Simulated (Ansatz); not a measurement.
The cell is COD entry 1537865, as deposited and not checked against the literature; nothing was relaxed. It is an old determination, and later ones may differ.

TiS$_{2}$: DFT, PBE, all-electron LAPW, scalar-relativistic (Ansatz 0.2.0).

```yaml
crystal:
  lattice:
    - [3.4120005726, 0.0, 0.0]
    - [-1.7060002863, 2.9548791736, 0.0]
    - [0.0, 0.0, 5.695]
  atoms:
    - { symbol: Ti, position: [0.0, 0.0, 0.0] }
    - { symbol: S, position: [0.3333333333, 0.6666666667, 0.25] }
    - { symbol: S, position: [0.6666666667, 0.3333333333, 0.75] }
kpoints:
  mp_grid: { grid: [14, 14, 7] }
  band_path:
    path:
      - [0.0, 0.0, 0.0]
      - [0.5, 0.0, 0.0]
      - [0.3333333333, 0.3333333333, 0.0]
      - [0.0, 0.0, 0.0]
      - [0.0, 0.0, 0.5]
      - [0.5, 0.0, 0.5]
      - [0.3333333333, 0.3333333333, 0.5]
      - [0.0, 0.0, 0.5]
      - [0.5, 0.0, 0.5]
    npoints: 8
scf:
  occupations: { method: fermi_dirac, width: 0.05 }
hamiltonian:
  xc: pbe
  pseudopotentials: { kind: all_electron, lapw: { basis_error: 0.001 } }
output:
  forces: true
  stress: true
  eigenvalues: true
  populations: true
  dos: { projected: true, de: 0.2, e_range: [-14, 8] }
```

Output:

```
Ti: projections on atomic orbitals take those of the free atom 1s2 2s2 2p6 3s2 3p6 3d2 4s2, of charge +0.00 (hamiltonian.pseudopotentials.projection_atoms)
S: projections on atomic orbitals take those of the free atom 1s2 2s2 2p6 3s2 3p4, of charge +0.00 (hamiltonian.pseudopotentials.projection_atoms)
LAPW: plane waves up to 8.110 Å⁻¹, error target 1.0e-3 eV per atom; small_component_spin mean_spin; S in spheres of 1.088 Å, 14 of its electrons in bands, Dirac shells []; Ti in spheres of 1.343 Å, 12 of its electrons in bands, Dirac shells []
Engine: ansatz 0.2.0
Pseudopotentials: kind: all_electron
Pseudopotential: Ti, LAPW, valence charge 12, Koelling and Harmon's equation, gaussian nucleus
Pseudopotential: S, LAPW, valence charge 14, Koelling and Harmon's equation, gaussian nucleus
Functional definition: PBE
  parameter kappa = 0.804
  parameter beta = 0.06672455060314922
  exchange = pbe_x(kappa = kappa, mu = beta*pi^2/3)
  correlation = pbe_c(beta = beta)
Crystal: 3 atoms, lattice volume = 57.417 Å³
Basis set: ecut = 250.61099717000002 eV, 549 PW (Γ), exchange–correlation at level 2
Bands: 24, of which v1, the nominal top of the filled ones, is band 20 counted from 1 (19 counted from 0)
Symmetry: 12 space group operations
Space group: P-3m1 (ITA 164), of the structure as read, at distance tolerance 3.9e-5 Å
k-points: 144 of 1372
Non-local potential: Ti, projectors of the file, none
Non-local potential: S, projectors of the file, none
Initial density: superposition of atomic densities (chi_scale 0.1, normalization cell, long waves kept (reshape's long-wave potential 0.09 eV rms))
Initial wavefunctions: plane waves of lowest kinetic energy (no species holds an atomic orbital)
Functional: x = pbe(κ = 0.804, μ = 0.2195149727645171), c = pbe(β = 0.06672455060314922)
iter 1 solved again at ethr=4.62e-3 eV; its pass at ethr=1.00e-1 eV (dr2=1.85e0 eV) is discarded
SCF iter   1: F=—  HF=-44963.394818 eV  |F-HF|=—  |Δ(HF+E_count)|=         —  Δρ=4.99e-2  dr2=1.85e0  ethr=4.62e-3  ⟨swp⟩=2.0  Hψ=24952  notcnv=0
preconditioner: auto → Resta (q_TF=auto, 2.569 Å⁻¹)  ε∞=7.2  [insulator: Δε(μ)=0.840 eV  Ē_g=7.846 eV  σ=0.050 eV  W_gap=1.00  n_scr=22 (ndim 8)  ℏωp=19.6 eV  f_vac=0.015  D(μ)=0.00/eV (n_scr^D=0)  ε∞_Penn≈7.2]
SCF iter   2: F=—  HF=-44963.569771 eV  |F-HF|=—  |Δ(HF+E_count)|=   1.75e-1  Δρ=5.74e-2  dr2=6.27e0  ethr=4.62e-3  ⟨swp⟩=3.0  Hψ=11333  notcnv=0  recentre
preconditioner: auto → LDOS  [metal: Δε(μ)=0.009 eV  Ē_g=6.161 eV  σ=0.050 eV  W_gap=0.05  n_scr=22 (ndim 8)  ℏωp=19.6 eV  f_vac=0.020  D(μ)=1.79/eV (n_scr^D=10)  β→1.0]
SCF iter   3: F=—  HF=-44962.781011 eV  |F-HF|=—  |Δ(HF+E_count)|=   7.89e-1  Δρ=2.93e-2  dr2=6.40e-1  ethr=4.62e-3  ⟨swp⟩=3.0  Hψ=10385  notcnv=0
iter 4 solved again at ethr=2.86e-5 eV; its pass at ethr=1.60e-3 eV (dr2=1.15e-2 eV) is discarded
SCF iter   4: F=—  HF=-44962.555542 eV  |F-HF|=—  |Δ(HF+E_count)|=   2.25e-1  Δρ=2.81e-3  dr2=1.04e-2  ethr=2.86e-5  ⟨swp⟩=2.9  Hψ=18138  notcnv=0
SCF iter   5: F=—  HF=-44962.555940 eV  |F-HF|=—  |Δ(HF+E_count)|=         —  Δρ=7.64e-4  dr2=5.31e-4  ethr=2.61e-5  ⟨swp⟩=3.0  Hψ=10266  notcnv=0
the basis was enlarged: its passes take 294.4 KiB over the memory plan, 1 of 1 planned eigensolver slots
SCF iter   6: F=—  HF=-44962.555677 eV  |F-HF|=—  |Δ(HF+E_count)|=   2.62e-4  Δρ=1.08e-4  dr2=3.40e-6  ethr=1.33e-6  ⟨swp⟩=2.2  Hψ=9887  notcnv=0
SCF iter   7: F=—  HF=-44962.555683 eV  |F-HF|=—  |Δ(HF+E_count)|=   5.73e-6  Δρ=4.59e-5  dr2=2.39e-6  ethr=8.49e-9  ⟨swp⟩=3.0  Hψ=11040  notcnv=0
SCF iter   8: F=—  HF=-44962.555683 eV  |F-HF|=—  |Δ(HF+E_count)|=   4.14e-7  Δρ=1.70e-5  dr2=3.47e-7  ethr=5.97e-9  ⟨swp⟩=2.0  Hψ=9840  notcnv=0
SCF iter   9: F=-44962.555683 eV  HF=-44962.555683 eV  |F-HF|=2.45e-8  |Δ(HF+E_count)|=   8.84e-8  Δρ=3.05e-6  dr2=1.07e-8  ethr=8.68e-10  ⟨swp⟩=2.0  Hψ=9842  notcnv=0
SCF 1 converged in 9 iterations: F = -44962.555683 eV  dr2 = 1.07e-8
NSCF: frozen V_eff on 65 k-points
SCF converged after 9 iterations
Free energy (F): -44962.555683 eV
Harris-Foulkes:  -44962.555683 eV  (|F-HF|=2.45e-8)
Internal energy: -44962.552368 eV  (E = F + TS)
E sigma→0 (E₀):  -44962.554025 eV
Entropy (-TS):   -0.003315 eV (-1.105 meV/atom)
Fermi energy:    8.505129 eV
--- Per-component energies (eV) ---
  E_band       = -2680.495449
  E_kinetic    = 45281.472714
  E_xc         = -2543.655123
  E_electrostatic = -87700.369958  (all electrons and nuclei)
  E_smearing   = -0.003315  (= −TS)
  E_closure    = 0.000000  (closes the sum)
  E_atoms      = -44943.785933  (free atoms, spherical and without spin; not in F)
  Σ components = -44962.555683   (vs F -44962.555683, Δ=0.00e0)
  Basis errors (estimates in eV, not in F): energy 4.4e-4 per atom: plane waves 3.9e-4 (2.2e-4 summed), levels above the bands 7.7e-29, relativity 2.2e-8, radial functions 4.5e-5, core shells 2.2e-7; eigenvalues (radial functions only) 1.8e-6; not estimated: angular momenta, meshes, grids; target (lapw.basis_error) 1.0e-3; muffin-tin radii S 1.088 Å, Ti 1.343 Å
--- Forces (eV/Å), atoms counted from 1 ---
  atom   1  Ti     0.00000000     0.00000000     0.00000000
  atom   2  S      0.00000000     0.00000000    -0.14124278
  atom   3  S      0.00000000    -0.00000000     0.14124278
  max |Σ_I F_I| component: 9.25e-18 eV/Å
--- Stress (GPa, compression-positive) ---
        0.109627       0.000000       0.000000
        0.000000       0.109627      -0.000000
        0.000000      -0.000000       1.022382
  P = ⅓ Tr σ = 0.4139 GPa (4.139 kbar)
--- Band table (eV; the first three rows and the last of 144) ---
  k-point 0: bands = ["-196.5988", "-196.5988", "-141.3745", "-141.3745", "-141.3745", "-141.3745", "-141.3667", "-141.3667", "-49.1211", "-25.3510", "-25.3067", "-25.3067", "-5.2347", "-3.5534", "3.1870", "5.7471", "5.7471", "8.4901", "8.5868", "8.5868", "9.0076", "9.0076", "9.4231", "11.9534"]
  k-point 1: bands = ["-196.5988", "-196.5988", "-141.3745", "-141.3745", "-141.3745", "-141.3745", "-141.3667", "-141.3667", "-49.1211", "-25.3510", "-25.3067", "-25.3067", "-5.1843", "-3.6463", "3.3825", "5.7553", "5.7553", "8.0004", "8.5521", "8.5521", "9.0048", "9.0048", "9.6535", "12.0093"]
  k-point 2: bands = ["-196.5988", "-196.5988", "-141.3745", "-141.3745", "-141.3745", "-141.3745", "-141.3667", "-141.3667", "-49.1211", "-25.3511", "-25.3067", "-25.3067", "-5.0473", "-3.8747", "3.9091", "5.7741", "5.7741", "7.1034", "8.4769", "8.4769", "8.9974", "8.9974", "9.8915", "12.1352"]
  k-point 143: bands = ["-196.5988", "-196.5988", "-141.3745", "-141.3745", "-141.3745", "-141.3745", "-141.3667", "-141.3667", "-49.1078", "-25.4043", "-25.3846", "-25.3227", "-3.3925", "-3.3320", "4.0223", "4.1625", "4.8174", "5.5470", "6.2556", "6.3870", "9.6161", "9.9981", "10.0475", "11.9173"]
--- Löwdin populations: 3 sites ---
  site symbol       q [e]
     0     Ti     21.1822
     1      S     16.3360
     2      S     16.3360
  spilling = 0.002700 (of n_electrons = 54.000000)
```

populations.tsv:

```
# site	symbol	l	j	q
# orbitals = lowdin
# n_electrons = 54.000000
# spilling = 0.002700
# projection_atom_Ti: 1s2 2s2 2p6 3s2 3p6 3d2 4s2
# projection_atom_S: 1s2 2s2 2p6 3s2 3p4
0	Ti	0_1S	-	1.999986
0	Ti	0_2S	-	1.999190
0	Ti	0_3S	-	1.974395
0	Ti	0_4S	-	0.518136
0	Ti	1_2P	-	5.999993
0	Ti	1_3P	-	5.996372
0	Ti	2_3D	-	2.694150
1	S	0_1S	-	1.999932
1	S	0_2S	-	1.995197
1	S	0_3S	-	1.812593
1	S	1_2P	-	5.999420
1	S	1_3P	-	4.528837
2	S	0_1S	-	1.999932
2	S	0_2S	-	1.995197
2	S	0_3S	-	1.812593
2	S	1_2P	-	5.999420
2	S	1_3P	-	4.528837
```
